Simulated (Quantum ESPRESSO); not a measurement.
# Au in Quantum ESPRESSO: settings compared, part 3 of 3

Quantum ESPRESSO 7.5. Earlier steps stand in the parts before.

### Step 4. Work function, RPBE

The input, pw.in:

```
&CONTROL
  calculation = 'scf'
  prefix = 'pwscf'
  outdir = './tmp'
  pseudo_dir = './pseudo'
  tprnfor = .true.
  disk_io = 'low'
  tefield = .true.
  dipfield = .true.
/
&SYSTEM
  ibrav = 0
  celldm(1) = 8
  nat = 5
  ntyp = 1
  ecutwfc = 40
  ecutrho = 200
  nbnd = 37
  input_dft = 'rpbe'
  occupations = 'smearing'
  smearing = 'fd'
  degauss = 0.01469973
  edir = 3
  emaxpos = 0.9798
  eopreg = 0.0404
  eamp = 0
/
&ELECTRONS
  conv_thr = 5d-09
  electron_maxstep = 150
  mixing_beta = 0.3
  mixing_mode = 'local-TF'
  tqr = .true.
/
ATOMIC_SPECIES
Au   196.9666 au_pbe_v1.uspp.F.UPF
CELL_PARAMETERS alat
  0.6850253447004   0.0000000000000   0.0000000000000
 -0.3425126723381   0.5932493507397   0.0000000000000
  0.0000000000000   0.0000000000000   5.8487023557168
ATOMIC_POSITIONS crystal
Au     0.6666666667    0.3333333334    0.3029079160
Au     0.3333333333    0.6666666666    0.4014539580
Au     0.6666666667    0.3333333334    0.5000000000
Au     0.3333333333    0.6666666666    0.5985460420
Au     0.6666666667    0.3333333334    0.6970920840
K_POINTS automatic
11 11 1 0 0 0
```

The input, pp_density.in:

```
&INPUTPP
  prefix = 'pwscf'
  outdir = './tmp'
  filplot = 'density.dat'
  plot_num = 0
/
&PLOT
  nfile = 1
  filepp(1) = 'density.dat'
  iflag = 3
  output_format = 6
  fileout = 'density.cube'
/
```

The input, pp_potential.in:

```
&INPUTPP
  prefix = 'pwscf'
  outdir = './tmp'
  filplot = 'potential.dat'
  plot_num = 11
/
&PLOT
  nfile = 1
  filepp(1) = 'potential.dat'
  iflag = 3
  output_format = 6
  fileout = 'potential.cube'
/
```

Potentials or basis: GBRV 1.5 PBE.

On the command line:

```bash
> OMP_NUM_THREADS=1 mpirun -n 2 pw.x -nk 2 -in pw.in > pw.out
> OMP_NUM_THREADS=1 mpirun -n 1 pp.x -in pp_density.in > pp_density.out
> OMP_NUM_THREADS=1 mpirun -n 1 pp.x -in pp_potential.in > pp_potential.out
```

pw.out:

```text
This program is part of the open-source Quantum ESPRESSO suite
     for quantum simulation of materials; please cite
         "P. Giannozzi et al., J. Phys.:Condens. Matter 21 395502 (2009);
         "P. Giannozzi et al., J. Phys.:Condens. Matter 29 465901 (2017);
         "P. Giannozzi et al., J. Chem. Phys. 152 154105 (2020);
     in publications or presentations arising from this work. More details at

     Presently no symmetry can be used with electric field

     IMPORTANT: XC functional enforced from input :
     Exchange-correlation= RPBE
                           (   1   4  44   4   0   0   0)
     Any further DFT definition will be discarded
     Please, verify this is what you really want

     K-points division:     npool     =       2
     Subspace diagonalization in iterative solution of the eigenvalue problem:
     a serial algorithm will be used

     G-vector sticks info
     --------------------
     sticks:   dense  smooth     PW     G-vecs:    dense   smooth      PW
     Sum         421     337    109                58363    41385    8197

     Using Slab Decomposition

     bravais-lattice index     =            0
     lattice parameter (alat)  =       8.0000  a.u.
     unit-cell volume          =    1216.9518 (a.u.)^3
     number of atoms/cell      =            5
     number of atomic types    =            1
     number of electrons       =        55.00
     number of Kohn-Sham states=           37
     kinetic-energy cutoff     =      40.0000  Ry
     charge density cutoff     =     200.0000  Ry
     scf convergence threshold =      5.0E-09
     mixing beta               =       0.3000
     number of iterations used =            8  local-TF  mixing
     Exchange-correlation= RPBE
                           (   1   4  44   4   0   0   0)
[... 137 lines left out ...]
     Davidson diagonalization with overlap
     ethr =  1.00E-02,  avg # of iterations =  4.9

     Threshold (ethr) on eigenvalues was too large:
     Diagonalizing with lowered threshold

     Davidson diagonalization with overlap
     ethr =  4.57E-04,  avg # of iterations =  2.1

     negative rho (up, down):  9.994E-04 0.000E+00
[... 295 lines left out ...]
        Potential amp.        0.0001 Ry
        Total length         44.8993 bohr

     End of self-consistent calculation

          k = 0.0000 0.0000 0.0000 (  5291 PWs)   bands (ev):

    -4.3782  -3.5961  -2.7248  -2.1753  -2.1701   0.0347   0.1580   0.2890
     0.2890   0.3649   0.3649   0.5033   0.5033   0.5324   0.7412   0.7412
     0.7716   0.7716   1.4870   1.4870   1.6074   1.9085   1.9085   2.2710
     2.2710   2.5687   2.5687   2.6072   2.6072   3.7679   4.7544   8.4936
     9.1750   9.1866  10.7468  11.2963  13.4904
[... 475 lines left out ...]
    -1.7634  -1.6719  -1.4653  -1.1805  -1.1700  -0.7865  -0.6250  -0.5333
    -0.1267   0.3416   0.6366   0.7410   0.9843   1.2881   1.3479   1.6339
     2.0002   2.1514   2.1710   2.3516   2.4001   2.5786   2.6973   2.8395
     2.9169   3.8973   4.1416   4.8074   6.1427   7.8524   8.7874   9.4582
    10.4407  10.9692  11.9087  12.0275  12.9121

     the Fermi energy is     4.6706 ev

!    total energy              =    -575.22319415 Ry
     estimated scf accuracy    <          3.9E-09 Ry
     smearing contrib. (-TS)   =      -0.01524982 Ry
     internal energy E=F+TS    =    -575.20794433 Ry

     The total energy is F=E-TS. E is the sum of the following terms:
     one-electron contribution =   -2961.18656276 Ry
     hartree contribution      =    1528.09082154 Ry
     xc contribution           =    -311.50709744 Ry
     ewald contribution        =    1169.39489433 Ry
     electric field correction =       0.00000000 Ry

     convergence has been achieved in  17 iterations

     negative rho (up, down):  7.722E-05 0.000E+00

     Forces acting on atoms (cartesian axes, Ry/au):

     atom    1 type  1   force =    -0.00000062    0.00000088   -0.01078389
     atom    2 type  1   force =     0.00000015    0.00000010    0.00399850
     atom    3 type  1   force =    -0.00000005   -0.00000066   -0.00000315
     atom    4 type  1   force =     0.00000079    0.00000050   -0.00400197
     atom    5 type  1   force =    -0.00000027   -0.00000082    0.01079051

     Total force =     0.016271     Total SCF correction =     0.000308

=------------------------------------------------------------------------------=
   JOB DONE.
=------------------------------------------------------------------------------=
```

pp_density.out:

```text
This program is part of the open-source Quantum ESPRESSO suite
     for quantum simulation of materials; please cite
         "P. Giannozzi et al., J. Phys.:Condens. Matter 21 395502 (2009);
         "P. Giannozzi et al., J. Phys.:Condens. Matter 29 465901 (2017);
         "P. Giannozzi et al., J. Chem. Phys. 152 154105 (2020);
     in publications or presentations arising from this work. More details at

     IMPORTANT: XC functional enforced from input :
     Exchange-correlation= RPBE
                           (   1   4  44   4   0   0   0)
     Any further DFT definition will be discarded
     Please, verify this is what you really want

     G-vector sticks info
     --------------------
     sticks:   dense  smooth     PW     G-vecs:    dense   smooth      PW
     Sum         421     337    109                58363    41385    8197

     Using Slab Decomposition

     Check: negative core charge=   -0.000006

     Initializing real-space augmentation for DENSE grid

     negative rho (up, down):  7.722E-05 0.000E+00

     Adding external electric field

     Computed dipole along edir(3) :
        Dipole               -0.0001 Ry au,         -0.0002 Debye
        Dipole field         -0.0000 Ry au,

        Potential amp.        0.0001 Ry
        Total length         44.8993 bohr

     Calling punch_plot, plot_num =   0
     Writing data to file  density.dat
     Reading data from file  density.dat

     Writing data to be plotted to file density.cube
     Plot Type: 3D                     Output format: Gaussian cube

=------------------------------------------------------------------------------=
   JOB DONE.
=------------------------------------------------------------------------------=
```

It took 3.3 min on 2 MPI ranks of Arm Neoverse V2, shared host; peak memory 0.62 GiB.

Results:

- Free energy: -7826.3103 eV
- Largest force: 0.277 eV/Å
- Band gap on the k mesh: none (metal or under the smearing width)
- Dipole across the slab: 0.00 D
- Work function of the upper face: 5.06 eV
- Work function of the lower face: 5.06 eV

Forces on the atoms (eV/Å):
```
Au   0.000  0.000 -0.277
Au   0.000  0.000  0.103
Au   0.000  0.000  0.000
Au   0.000  0.000 -0.103
Au   0.000  0.000  0.277
```

Caveat: the potentials were made for another functional, which shifts forces and pressure; real space augmentation costs some meV and hundredths of eV per Å.

### Step 5. Summary

```csv
level,potentials or basis,cutoff (eV),smearing,boundary across the vacuum,form of the LDA correlation,tefield,dipfield,emaxpos,gap on the mesh (eV),largest force (eV/Å),work function (eV)
BEEF-vdW,JTH 2.0 PBE,490,cold 0.136 eV,none,-,-,-,-,none,0.34,5.30
LDA,JTH 2.0 LDA,490,cold 0.2 eV,dipole,PW92,yes,yes,0.9798,none,0.45,5.55
RPBE,GBRV 1.5 PBE,544,fermi-dirac 0.2 eV,dipole,-,yes,yes,0.9798,none,0.28,5.06
```

Alike in all rows: task work function; no spin polarisation; cell as given; k mesh 11 × 11 × 1.

Caveats: real space augmentation costs some meV and hundredths of eV per Å; the potentials were made for another functional, which shifts forces and pressure (some runs).

Total energies depend on the potentials used, so only differences within one code and one set of settings carry meaning.
